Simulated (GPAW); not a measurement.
Set up this calculation in GPAW 26.7.0, as an ASE script.

| Property | Result |
| --- | --- |
| Task | dielectric tensor |
| Functional | PBEsol |
| Potentials or basis | PAW data sets generated in the run's folder for this functional |
| Cutoff | 600 eV |
| Basis | pw |
| k mesh | 9 × 9 × 5 |
| Occupations | fermi-dirac, width 0.001 eV |
| Spin | collinear spin, ferromagnetic start |
| Starting moments | [5.0, 0.0, 0.0] μB |
| Response ecut | 80 eV |
| Maxiter | 150 |
| Response k mesh | 17 × 17 × 9 |
| Response bands | 44 |
| Kernels | ["RPA"] |
| Coarser k mesh | 12 × 12 × 7 |

Crystal: MnO2.

```xyz
3
Lattice="2.8566 0.0000 0.0000 -1.4283 2.4739 0.0000 0.0000 0.0000 4.6014" Properties=species:S:1:pos:R:3 pbc="T T T"
Mn    0.0000    0.0000    2.3007
O     0.0000    1.6492    3.2499
O     1.4283    0.8246    1.3515
```

Measurements of this composition are mostly on another form, of space group No. 136.

The input as run:

run.py

```python
import numpy as np
from ase import Atoms
from ase.dft.bandgap import bandgap
from ase.io import write
from gpaw import GPAW, PW, setup_paths
from gpaw.response.df import DielectricFunction

setup_paths.insert(0, '.')

atoms = Atoms(['Mn', 'O', 'O'],
              cell=[[2.8565781804, 0.0, 0.0],
                    [-1.4282890902, 2.4738692722, 0.0],
                    [0.0, 0.0, 4.6013740589]],
              scaled_positions=[[0.0, 0.0, 0.5],
                                [0.3333333333, 0.6666666667, 0.70629257],
                                [0.6666666667, 0.3333333333, 0.29370743]],
              pbc=True)
atoms.set_initial_magnetic_moments([5.0, 0.0, 0.0])

calc = GPAW(mode=PW(600),
            xc='PBEsol',
            kpts={'size': (9, 9, 5), 'gamma': True},
            occupations={'name': 'fermi-dirac', 'width': 0.001},
            nbands=26,
            convergence={'density': 0.0001},
            maxiter=150,
            txt='gpaw.txt')
atoms.calc = calc
energy = atoms.get_potential_energy()
calc.write('gs.gpw')
write('result.traj', atoms)
print(f'Energy: {energy:.6f} eV')
print('Moments:', calc.get_magnetic_moments().round(3))
print('Fermi level:', round(calc.get_fermi_level(), 4), 'eV')
print(f'Gap: {bandgap(calc)[0]:.4f} eV, direct: {bandgap(calc, direct=True)[0]:.4f} eV')

for size in [(12, 12, 7), (17, 17, 9)]:
    name = 'x'.join(str(n) for n in size)
    dense = calc.fixed_density(kpts={'size': size, 'gamma': True},
                               nbands=50, convergence={'bands': 44, 'eigenstates': 1e-7},
                               update_fermi_level=True, txt=f'dense-{name}.txt')
    dense.write(f'{name}.gpw', mode='all')
    df = DielectricFunction(f'{name}.gpw', frequencies=np.array([0.0]), hilbert=False, eta=0.001,
                            ecut=80, nbands=44, intraband=False, txt=f'df-{name}.txt')
    for xc in ['RPA']:
        for direction in ['x', 'y', 'z', [0, 1, 1], [1, 0, 1], [1, 1, 0]]:
            e0, e = df.get_macroscopic_dielectric_constant(xc=xc, direction=direction)
            print(f'{name} {xc} {direction}: {e0:.4f} without, {e:.4f} with local fields')
```

Potentials or basis: PAW data sets generated in the run's folder for this functional, pw.

Command:

```console
$ gpaw-setup -f PBEsol Mn O
$ OMP_NUM_THREADS=1 python run.py
```

It gave:

```
Band gap on the k mesh                  : 0.71 eV, indirect (least direct gap 0.78 eV)
Net moment                              : 3.00 μB per cell
Site moments                            : Mn +2.81; O +0.04 μB
Electronic dielectric tensor (diagonal) : 8.08, 8.08, 2.85
```

Caveat: the long-wavelength limit can be off by several per cent where d states take part; an odd mesh through Γ misses points on the zone boundary, where band edges often lie; a cell with one magnetic atom can't hold antiferromagnetic order, which such compounds often take.

It took 9.8 min on 1 thread of Intel(R) Xeon(R) 6975P-C (Granite Rapids), on a shared host, peak memory 1.1 GiB.
